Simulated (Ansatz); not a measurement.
Relaxed (111) slab cut from W (space group Fm-3m (No. 225)); the slab's formula is W, its outer planes W (top) and W (bottom):

```
W
1.0
     2.85459    0.00000    0.00000
    -1.42730    2.47215    0.00000
     0.00000    0.00000   24.32307
W
5
Direct
  0.66667 0.33333 0.30668
  0.33333 0.66667 0.40360
  0.00000 0.00000 0.50000
  0.66667 0.33333 0.59640
  0.33333 0.66667 0.69332
```

Method: Ansatz, DFT PBE, scalar-relativistic, plane waves, PAW. Settings: cutoff 420 eV, Γ-centred mesh 12×12×1 on the computed 5-atom cell, Gaussian smearing of 0.10 eV; no spin polarisation. The cell repeats along c with a dipole correction in the vacuum.

The potential is the smooth part; its values at the atoms depend on the PAW datasets.

Problem. How does the plane-averaged electrostatic potential energy of an electron run along c, counted from the Fermi level?

Solution. z (Å), V (eV) and a bar:
```
     2.70       5.04 ##############################
     2.97       5.04 ##############################
     3.24       5.04 ##############################
     3.51       5.04 ##############################
     3.78       5.03 ##############################
     4.05       5.02 ##############################
     4.32       5.01 ##############################
     4.59       4.97 ##############################
     4.86       4.91 ##############################
     5.13       4.78 ##############################
     5.41       4.54 #############################
     5.68       4.07 #############################
     5.95       3.18 ############################
     6.22       1.48 ##########################
     6.49      -1.79 ######################
     6.76      -8.15 ###############
     7.03     -15.69 #######
     7.30     -20.76 #
     7.57     -21.30 #
     7.84     -17.12 #####
     8.11      -9.83 #############
     8.38      -3.30 #####################
     8.65      -1.23 #######################
     8.92      -3.66 ####################
     9.19     -10.46 #############
     9.46     -17.71 #####
     9.73     -21.66
    10.00     -20.77 #
    10.27     -15.35 #######
    10.54      -7.76 ################
    10.81      -2.32 ######################
    11.08      -1.60 #######################
    11.35      -5.51 ##################
    11.62     -12.90 ##########
    11.89     -19.36 ###
    12.16     -21.83
    12.43     -19.36 ###
    12.70     -12.90 ##########
    12.97      -5.51 ##################
    13.24      -1.60 #######################
    13.51      -2.32 ######################
    13.78      -7.76 ################
    14.05     -15.35 #######
    14.32     -20.77 #
    14.59     -21.66
    14.86     -17.71 #####
    15.13     -10.46 #############
    15.40      -3.66 ####################
    15.67      -1.23 #######################
    15.95      -3.30 #####################
    16.22      -9.83 #############
    16.49     -17.12 #####
    16.76     -21.30 #
    17.03     -20.76 #
    17.30     -15.69 #######
    17.57      -8.15 ###############
    17.84      -1.79 ######################
    18.11       1.48 ##########################
    18.38       3.18 ############################
    18.65       4.07 #############################
    18.92       4.54 #############################
    19.19       4.78 ##############################
    19.46       4.91 ##############################
    19.73       4.97 ##############################
    20.00       5.01 ##############################
    20.27       5.02 ##############################
    20.54       5.03 ##############################
    20.81       5.04 ##############################
    21.08       5.04 ##############################
    21.35       5.04 ##############################
    21.62       5.04 ##############################
```

The vacuum level lies 5.04 eV above the Fermi level.

Spin-orbit coupling is left out, which matters for the bands of heavy elements.

The reference crystal is the fcc form of W, which isn't its usual structure.

Cost: 1 run of about 1.8 core-minutes, on Intel Xeon Processor @ 2.50GHz (Skylake/Cascade Lake) (shared hosts).